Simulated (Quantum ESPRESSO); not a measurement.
# PbF2 (Fluorocronite): phonons at points of the zone under several settings

```
Pb F
1.0
     0.00000    2.96366    2.96366
     2.96366    0.00000    2.96366
     2.96366    2.96366    0.00000
Pb F
1 2
Direct
  0.00000 0.00000 0.00000
  0.75000 0.75000 0.75000
  0.25000 0.25000 0.25000
```

All runs used Quantum ESPRESSO 7.5; potentials PseudoDojo 0.4.1 SR LDA standard; k mesh 4 × 4 × 4, shifted; relaxed cell; no spin polarisation; cutoff 1143 eV; occupations smeared at first, fixed for the response.

```tsv
level	point	frequencies (cm⁻¹)
LDA	Γ (0.000, 0.000, 0.000)	0 0 0 131 131 131 262 262 262
LDA	L (0.500, 0.500, 0.500)	?
LDA	K (0.375, 0.375, 0.750)	63 92 119 148 157 162 188 195 327
```

**Question.** What stands in the row left open?

**Answer.** Frequencies 51 51 118 141 141 174 236 236 306 cm⁻¹.
